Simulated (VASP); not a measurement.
# Settings for AgCl: band structure

AgCl, Fm-3m (no. 225), 2 atoms in the cell. TB-mBJ; PAW potentials Ag, Cl (PBE set). VASP 6.6.1.

Wanted: band energies at the path's corners within 0.02 eV; smallest gap over path and mesh within 0.01 eV.

What the run is for: bands; Accuracy asked: standard; Route: KPOINTS_OPT.

Band energies at the path's corners: counted from the valence top.

POSCAR:
```
AgCl
1.0
    0.0000000000      2.7350000000      2.7350000000
    2.7350000000      0.0000000000      2.7350000000
    2.7350000000      2.7350000000      0.0000000000
Ag Cl
1 1
Direct
    0.0000000000      0.0000000000      0.0000000000
    0.5000000000      0.5000000000      0.5000000000
```

The series start from Plane-wave cutoff (eV): 300; k-point mesh: 6 × 6 × 6; k points a path segment: 12; Electronic threshold (eV): 1e-6; Precision mode (PREC): Accurate; Bands in all (NBANDS): 21; Aspherical gradient terms in the spheres (LASPH): yes; Highest l that the mixer handles (LMAXMIX): 4. Each series keeps the choices made before it, and each single choice may use up half of a tolerance. Times cover all steps of a run.

## Plane-wave cutoff (eV)

| Plane-wave cutoff (eV) | Band energies at the path's corners, largest deviation (eV) | Smallest gap over path and mesh (eV) | Time (s) |
|---|---|---|---|
| 210 | 0.202 | 2.901 | 19 |
| 260 | 0.048 | 2.777 | 22 |
| 300 (reference) | 0.000 | 2.767 | 25 |
| 340 | crashed | crashed | 20 |
| 420 | no result | no result | 99 |
| 520 | no result | no result | 152 |

Chosen: 300; the next looser run is off by more than half of the tolerance, so convergence isn't shown beyond this value.

VASP's message at the runs that stop: ERROR FEXCP: supplied Exchange-correletion table is too small, maximal index : 4776.

## k-point mesh

| k-point mesh | Band energies at the path's corners, largest deviation (eV) | Smallest gap over path and mesh (eV) | Time (s) |
|---|---|---|---|
| 2 × 2 × 2 | 0.223 | 2.983 | 23 |
| 3 × 3 × 3 | 0.032 | 2.795 | 26 |
| 4 × 4 × 4 | 0.004 | 2.770 | 23 |
| 5 × 5 × 5 | 0.001 | 2.768 | 25 |
| 6 × 6 × 6 | 0.001 | 2.767 | 25 |
| 7 × 7 × 7 | 0.001 | 2.767 | 30 |
| 9 × 9 × 9 (reference) | 0.000 | 2.766 | 34 |

Chosen: 4 × 4 × 4, the loosest value from which every tighter one stays within half of the tolerance.

## Electronic threshold (eV)

| Electronic threshold (eV) | Band energies at the path's corners, largest deviation (eV) | Smallest gap over path and mesh (eV) | Time (s) |
|---|---|---|---|
| 0.001 | 0.001 | 2.770 | 13 |
| 0.0001 | 0.001 | 2.769 | 13 |
| 1e-5 | 0.000 | 2.770 | 16 |
| 1e-6 | 0.000 | 2.770 | 18 |
| 1e-7 (reference) | 0.000 | 2.770 | 20 |

Chosen: 0.001.

## Bands in all (NBANDS)

| Bands in all (NBANDS) | Band energies at the path's corners, largest deviation (eV) | Smallest gap over path and mesh (eV) | Time (s) |
|---|---|---|---|
| 11 | 0.000 | 2.769 | 11 |
| 12 | 0.000 | 2.770 | 12 |
| 13 | 0.001 | 2.770 | 11 |
| 15 | 0.000 | 2.770 | 12 |
| 21 | 0.001 | 2.770 | 13 |
| 31 (reference) | 0.000 | 2.770 | 16 |

Chosen: 11.

## Aspherical gradient terms in the spheres (LASPH)

| Aspherical gradient terms in the spheres (LASPH) | Band energies at the path's corners, largest deviation (eV) | Smallest gap over path and mesh (eV) | Time (s) |
|---|---|---|---|
| yes | 0.000 | 2.769 | 11 |
| no | 0.024 | 2.758 | 5.7 |

Chosen: yes; no other choice that stays within half of the tolerance saves 30 % of the time.

## Highest l that the mixer handles (LMAXMIX)

| Highest l that the mixer handles (LMAXMIX) | Band energies at the path's corners, largest deviation (eV) | Smallest gap over path and mesh (eV) | Time (s) |
|---|---|---|---|
| 4 | 0.000 | 2.769 | 11 |
| 2 | 0.000 | 2.770 | 12 |
| 6 | 0.000 | 2.769 | 11 |

Chosen: 4.

Also changed on the way, by series that aren't shown: k points a path segment: 5.

## All choices together

| Input | Band energies at the path's corners, largest deviation (eV) | Smallest gap over path and mesh (eV) | Time (s) |
|---|---|---|---|
| the program's defaults (naive) | 0.031 | 2.772 | 6.0 |
| chosen settings | 0.003 | 2.769 | 11 |
| reference settings throughout | 0.000 | 2.766 | 70 |

The chosen settings stay within the tolerance of the reference run, but the reference itself isn't shown to be converged in: Plane-wave cutoff (eV).

## The input

INCAR.step1:
```
ISMEAR = 0
SIGMA = 0.03
LWAVE = T
LCHARG = F
NBANDS = 11
PREC = Accurate
LASPH = T
LREAL = F
ALGO = Normal
EDIFF = 0.001
NELM = 120
GGA_COMPAT = F
ENCUT = 300
EFERMI = MIDGAP
LMAXMIX = 4
GGA = PE
```

INCAR.step2, as INCAR.step1 but for:
```
- LWAVE = T
- GGA = PE
+ METAGGA = MBJ
+ LWAVE = F
+ LMIXTAU = T
+ ISTART = 1
```

KPOINTS:
```
Automatic mesh
0
Gamma
  4 4 4
  0 0 0
```

KPOINTS_OPT:
```
path GXWKGLUWLK,UX
5
line-mode
reciprocal
 0.0000000000  0.0000000000  0.0000000000  G
 0.5000000000  0.0000000000  0.5000000000  X

 0.5000000000  0.0000000000  0.5000000000  X
 0.5000000000  0.2500000000  0.7500000000  W

 0.5000000000  0.2500000000  0.7500000000  W
 0.3750000000  0.3750000000  0.7500000000  K

 0.3750000000  0.3750000000  0.7500000000  K
 0.0000000000  0.0000000000  0.0000000000  G

 0.0000000000  0.0000000000  0.0000000000  G
 0.5000000000  0.5000000000  0.5000000000  L

 0.5000000000  0.5000000000  0.5000000000  L
 0.6250000000  0.2500000000  0.6250000000  U

 0.6250000000  0.2500000000  0.6250000000  U
 0.5000000000  0.2500000000  0.7500000000  W

 0.5000000000  0.2500000000  0.7500000000  W
 0.5000000000  0.5000000000  0.5000000000  L

 0.5000000000  0.5000000000  0.5000000000  L
 0.3750000000  0.3750000000  0.7500000000  K

 0.6250000000  0.2500000000  0.6250000000  U
 0.5000000000  0.0000000000  0.5000000000  X
```

Commands (each step's output is kept before the next begins):
```
cat potpaw_PBE.64/Ag/POTCAR potpaw_PBE.64/Cl/POTCAR > POTCAR
cp INCAR.step1 INCAR
mpirun -np 1 vasp_std > vasp.out
cp INCAR.step2 INCAR
mpirun -np 1 vasp_std > vasp.out
```

The chosen input took VASP 6.6.1 11 s on 1 core (Intel Xeon 6975P-C (Granite Rapids)), a shared host.

## An input that fails: too few bands

VASP's message: The number of bands is not sufficient to hold all electrons. I am sorry, but this calculation does not make sense. If you want to calculate only selected states, you need to set either EFERMI or EREF. EREF specifies around which energy states are supposed to be calculated. I found NBANDS = 8, NELECT = ….

Changes against the starting input:
```
- NBANDS = 21
- NELM = 120
+ NBANDS = 8
+ NELM = 86
```
